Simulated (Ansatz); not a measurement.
**Equation of state of CaSe**

```yaml
crystal:
  lattice:
    - [0.00000, 2.95600, 2.95600]
    - [2.95600, 0.00000, 2.95600]
    - [2.95600, 2.95600, 0.00000]
  atoms:
    - { symbol: Ca, position: [0.00000, 0.00000, 0.00000] }
    - { symbol: Se, position: [0.50000, 0.50000, 0.50000] }
```

The cell is COD entry 1010880, as deposited and not checked against the literature; nothing was relaxed. It is an old determination, and later ones may differ.

Levels of theory: DFT, PBE, all-electron LAPW, scalar-relativistic (Ansatz 0.2.0); DFT, PBE, PAW with Ansatz's default frozen-core files, scalar-relativistic (Ansatz 0.2.0).

For LAPW: a Γ-centred 7×7×7 k mesh, Fermi–Dirac smearing of 0.02 eV, basis error target 0.25 meV/atom, no spin polarisation. PAW takes a cutoff of 420 eV at this cell. The Ansatz runs share mesh, smearing and spin set-up. Plane-wave (PAW) pressures include the program's estimate of the Pulay term.

The cell above is scaled evenly, with fractional coordinates and shape held.

| V/V(cell) | V (Å³/atom) | P, LAPW (GPa) | P, PAW (GPa) | gap on the k mesh, LAPW (eV) |
| --- | --- | --- | --- | --- |
| 0.9500 | 24.538 | 4.16 | 4.16 | 1.96 |
| 0.9750 | 25.184 | 2.57 | 2.57 | 2.03 |
| 1.0000 | 25.829 | 1.17 | 1.17 | 2.09 |
| 1.0250 | 26.475 | -0.07 | -0.06 | 2.15 |
| 1.0500 | 27.121 | -1.16 | -1.16 | 2.20 |

What do Birch–Murnaghan fits to the pressures give?

LAPW: V0 = 26.44 Å³/atom, B0 = 48 GPa, B0′ = 4.1; PAW: V0 = 26.44 Å³/atom, B0 = 48 GPa, B0′ = 4.1.

PAW's V0 lies 0.01 % from the all-electron value and its B0 0.0 %. Symmetry fixes shape and coordinates here, so this is the relaxed modulus.
